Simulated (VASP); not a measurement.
Here is a VASP 6.6.1 calculation.

File POSCAR:

```
BN
1.0
    1.2511217832      0.7223354983      3.3729344033
   -1.2511217832      0.7223354983      3.3729344033
    0.0000000000     -1.4446709966      3.3729344033
N B
1 1
Direct
    0.6672382000      0.6672382000      0.6672382000
    0.0003288000      0.0003288000      0.0003288000
```

Contents of INCAR.step1:

```
SYSTEM = BN
PREC = Accurate ; ENCUT = 500
EDIFF = 1E-6 ; ISMEAR = -1
SIGMA = 0.05 ; LREAL = .False.
LASPH = .True. ; NELM = 60
ALGO = Fast ; ISIF = 2
LWAVE = .False. ; LCHARG = .True.
GGA = PE
```

The input KPOINTS.step1:

```
Automatic mesh
0
Gamma
  12 12 12
  0 0 0
```

File INCAR.step2:

```
SYSTEM = BN
PREC = Accurate ; ENCUT = 500
EDIFF = 1E-6 ; ISMEAR = 0
SIGMA = 0.05 ; LREAL = .False.
LASPH = .True. ; NELM = 60
ALGO = Fast ; ISIF = 2
LWAVE = .False. ; LCHARG = .False.
GGA = PE ; ICHARG = 11
```

Contents of KPOINTS.step2:

```
path GLB1,BZGX,QFP1Z,LP
10
line-mode
reciprocal
 0.0000000000  0.0000000000  0.0000000000  G
 0.5000000000  0.0000000000  0.0000000000  L

 0.5000000000  0.0000000000  0.0000000000  L
 0.5000000000  0.1972419765 -0.1972419765  B1

 0.8027580235  0.5000000000  0.1972419765  B
 0.5000000000  0.5000000000  0.5000000000  Z

 0.5000000000  0.5000000000  0.5000000000  Z
 0.0000000000  0.0000000000  0.0000000000  G

 0.0000000000  0.0000000000  0.0000000000  G
 0.3486209883  0.0000000000 -0.3486209883  X

 0.6513790117  0.3486209883  0.0000000000  Q
 0.5000000000  0.5000000000  0.0000000000  F

 0.5000000000  0.5000000000  0.0000000000  F
 0.6513790117  0.6513790117  0.1972419765  P1

 0.6513790117  0.6513790117  0.1972419765  P1
 0.5000000000  0.5000000000  0.5000000000  Z

 0.5000000000  0.0000000000  0.0000000000  L
 0.8027580235  0.3486209883  0.3486209883  P
```

Potentials or basis: VASP PAW PBE potentials, release 54 (N, B).

Run with:

```sh
$ cat potpaw_PBE.54/N/POTCAR potpaw_PBE.54/B/POTCAR > POTCAR
$ cp INCAR.step1 INCAR
$ cp KPOINTS.step1 KPOINTS
$ mpirun -np 1 vasp_std > vasp.out
$ cp INCAR.step2 INCAR
$ cp KPOINTS.step2 KPOINTS
$ mpirun -np 1 vasp_std > vasp.out
```

Predict the band gap along the path.

4.22 eV, indirect (least direct gap 4.70 eV).

Predict the band gap on the k mesh.

4.28 eV, indirect (least direct gap 4.70 eV).

Levels at the corners of the path, in eV from the valence-band top:
```
point  band 1  band 2  band 3  band 4  band 5  band 6  band 7  band 8
    Γ  -17.83   -4.24   -1.34   -1.34    5.11   11.62   11.62   13.09
    L  -14.64   -8.98   -4.13   -0.66    5.23    9.87   13.03   14.96
    L  -14.64   -8.98   -4.13   -0.66    5.23    9.87   13.03   14.96
   B1  -14.10   -7.99   -6.93   -0.42    4.76   12.38   14.07   15.96
    B  -14.10   -7.99   -6.93   -0.42    4.76   12.38   14.07   15.96
    Z  -17.58   -6.19   -1.36   -1.36   10.06   11.55   11.55   12.19
    Z  -17.58   -6.19   -1.36   -1.36   10.06   11.55   11.55   12.19
    Γ  -17.83   -4.24   -1.34   -1.34    5.11   11.62   11.62   13.09
    Γ  -17.83   -4.24   -1.34   -1.34    5.11   11.62   11.62   13.09
    X  -14.04   -7.97   -7.11   -0.16    4.59   12.31   13.84   16.39
    Q  -14.04   -7.97   -7.11   -0.16    4.59   12.31   13.84   16.39
    F  -14.58   -8.86   -4.18   -1.23    4.22    9.86   14.20   17.50
    F  -14.58   -8.86   -4.18   -1.23    4.22    9.86   14.20   17.50
   P1  -14.69   -8.72   -4.13   -1.54    4.95    9.92   14.28   16.55
   P1  -14.69   -8.72   -4.13   -1.54    4.95    9.92   14.28   16.55
    Z  -17.58   -6.19   -1.36   -1.36   10.06   11.55   11.55   12.19
    L  -14.64   -8.98   -4.13   -0.66    5.23    9.87   13.03   14.96
    P  -14.69   -8.72   -4.13   -1.54    4.95    9.92   14.28   16.55
```

Caveat: the log is that of the step along the path at fixed density, whose energy, stress, charges and moments have no meaning. PBE gaps usually lie below the measured ones, often by a third to a half.
